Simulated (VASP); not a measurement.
**SrCl2 under changes of volume**

One of the cells (26.339 Å³/atom); the others are scaled copies at fixed shape and fractional positions:

```
CELL_PARAMETERS angstrom
0.00000 3.40590 3.40590
3.40590 0.00000 3.40590
3.40590 3.40590 0.00000
ATOMIC_POSITIONS crystal
Sr 0.00000 0.00000 0.00000
Cl 0.75000 0.75000 0.75000
Cl 0.25000 0.25000 0.25000
```

| Property | Result |
| --- | --- |
| Program | VASP 6.6.1 |
| Functional | LDA |
| Potentials or basis | VASP PAW LDA potentials, release 64 (Sr_sv, Cl) |
| Cutoff | 520 eV |
| k mesh | 6 × 6 × 6 |
| Occupations | gaussian, width 0.02 eV |
| Spin | no spin polarisation |

```tsv
volume (Å³/atom)	energy over the lowest point (meV/atom)	pressure (GPa)	gap on the mesh (eV)
25.286	?	?	?
25.813	1.52	0.9	5.08
26.339	0.00	-0.1	5.10
26.866	1.38	-0.9	5.08
27.393	5.37	-1.6	5.01
```

What does the run at 25.286 Å³/atom give?

Energy over the lowest point 6.27 meV/atom; pressure 1.9 GPa; gap on the mesh 5.06 eV.

Worked out: A Birch-Murnaghan fit of order 2 (a polynomial in V^(-2/3)) to the other rows has its minimum at 26.34 Å³/atom with B0 = V·E''(V) = 44 GPa. It gives 6.24 meV/atom at 25.286 Å³/atom, against the run's 6.27, and -dE/dV = 2.0 GPa, against 1.9. A parabola through the other rows of the gap, of slope 4.67 eV per unit of ln V there, extrapolates to 5.01 eV, against the run's 5.06.

Energies are extrapolated to zero smearing.

A mesh can miss the band edges. Spin-orbit coupling on Sr is left out.
